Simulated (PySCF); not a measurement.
## Calculated NMR parameters of acetone

| Property | Result |
| --- | --- |
| Formula | C3H6O |
| SMILES | CC(C)=O |
| InChI | InChI=1S/C3H6O/c1-3(2)4/h1-2H3 |
| Point group of the computed structure | C1 |
| Degrees of unsaturation | 1 |
| Carbon signals | 2 |
| Proton signals | 1 |

Atom-mapped SMILES (the numbers label the heavy atoms): `[CH3:1][C:2]([CH3:3])=[O:4]`; H(Xn) means a hydrogen on atom n.

- geometry: GFN2-xTB
- J couplings at B3LYP/pcJ-1 (without the spin–dipole term)
- σ from GIAO-PBE0/pcSseg-1
- program: PySCF 2.14
- isolated molecule, one averaged value for each set of equivalent atoms, single conformer, non-relativistic Hamiltonian

Referencing at the same level of theory: TMS for ¹H, ¹³C; ¹⁷O against H2O.

| carbon | δC, type | δH (multiplicity, J in Hz) | HMBC from (abs. J ≥ 3 Hz) | span of the C tensor (ppm) |
| --- | --- | --- | --- | --- |
| C1/C3 | 32.1, CH3 | 2.09 (s) | – | 57 |
| C2 | 208.1, C | – | H(C1)/H(C3) | 211 |

Other nuclei:
```
atoms  nucleus    environment  δ (ppm)  σ (ppm)
   O4      ¹⁷O  ketone oxygen    693.4   -357.3
```

Selected couplings (Hz, signed; the shortest-range and largest first, 30 at most; isotopes ¹³C, ¹H): ¹J(C1,H(C1)) 132.9, ¹J(C1,C2) 41.4.

Carbon types of the structure: 1 × C, 2 × CH3, which accounts for all hydrogens. δC 208.1: ketone carbonyl carbon; the double bond to the heteroatom, with no lone-pair donor beside it, deshields it most. δC 32.1: methyl carbon α to a carbonyl; the adjacent C=O deshields it moderately. δH 2.09: hydrogen on a methyl carbon α to a carbonyl; α to C=O.

Shifts are as computed. Against solution values, carbons near 30 ppm lie about +3 ppm off and those near 130 ppm about +5 ppm. Of 1211 compounds with measured shifts, 218 miss one by over three times the rms of a fit or turn the order of signals round; such compounds aren't used in these exercises. Unscaled 17O shifts of doubly bonded oxygen tend to come out too high, by tens of ppm or more. Experimental scales use liquid or dissolved standards, which lie at an offset from isolated H2O (liquid H2O: subtract about 36 ppm).
